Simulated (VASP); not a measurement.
Runs of VASP 6.6.1 on MgB2. The structure is hexagonal, space group P6/mmm (No. 191). The conventional cell has a = 3.085 Å, b = 3.085 Å, c = 3.523 Å, α = 90.00°, β = 90.00°, γ = 120.00°. Mg (site symmetry 6/mmm) has 12 B at 2.51 Å as nearest neighbours. B (site symmetry -6m2) is surrounded by 3 B at 1.78 Å. 

```tsv
task	level	potentials or basis	cell	k mesh	cutoff (eV)	smearing	k mesh for the DOS	occupations for the DOS	grid for exact exchange (PRECFOCK)	exchange at q = 0	ladder	mesh quality	gap on the mesh (eV)	pressure (GPa)	V0 of scaled cells (Å³/atom)	B0 (GPa)
atomic charges	PBE	VASP PAW PBE potentials, release 64 (Mg, B)	as given	10 × 10 × 8	520	gaussian 0.02 eV	-	-	-	-	-	not flagged	none	-1.1	-	-
single point	PBE	VASP PAW PBE potentials, release 64 (Mg, B)	as given	10 × 10 × 8	500	gaussian 0.1 eV	-	-	-	-	-	not flagged	none	-1.1	-	-
electron localisation function	PBE	VASP PAW PBE potentials, release 64 (Mg, B)	as given	10 × 10 × 8	520	gaussian 0.02 eV	-	-	-	-	-	not flagged	none	-1.1	-	-
single point	PBE	VASP PAW PBE potentials, release 64 (Mg, B)	as given	10 × 10 × 8	520	fermi-dirac 0.05 eV	-	-	-	-	-	not flagged	none	-1.2	-	-
electron localisation function	LDA	VASP PAW LDA potentials, release 64 (Mg, B)	as given	10 × 10 × 8	520	gaussian 0.02 eV	-	-	-	-	-	not flagged	none	-8.0	-	-
equation of state	PBE	VASP PAW PBE potentials, release 64 (Mg, B)	as given	10 × 10 × 8	520	fermi-dirac 0.05 eV	-	-	-	-	-	not flagged	-	-	9.61	153
optical spectrum	B3LYP+TS	VASP PAW PBE potentials, release 64 (Mg, B)	as given	5 × 5 × 4	520	gaussian 0.1 eV	-	-	Normal	default	-	coarse	none	(a)	-	-
equation of state	PBEsol	VASP PAW PBE potentials, release 64 (Mg, B)	as given	10 × 10 × 8	520	fermi-dirac 0.05 eV	-	-	-	-	free	not flagged	-	-	(b)	157
single point	HF+D4	VASP PAW PBE potentials, release 64 (Mg, B)	as given	5 × 5 × 4	520	fermi-dirac 0.05 eV	-	-	Fast	truncated	-	coarse	none	-7.6	-	-
```

Alike in all rows: no spin polarisation.

**Question.** Estimate the missing entries.

**Answer.** (a) -13.8; (b) 9.49.

Caveats: some runs use coarse meshes; the PAW data sets were made with another functional, which shifts forces and pressure a little (some runs); the cell was scaled at fixed shape and fractional positions, which overstates the stiffness of a crystal with free parameters, most of all of layers and chains (some runs); pairwise dispersion overbinds metals, which lowers pressure and volume (some runs); atom-pairwise D2, TS and ULG terms overbind metals (some runs).

A k mesh can miss the band edges.

A gap of «none» marks a metal or a gap under the smearing width.

Not every run made on this cell is shown here.
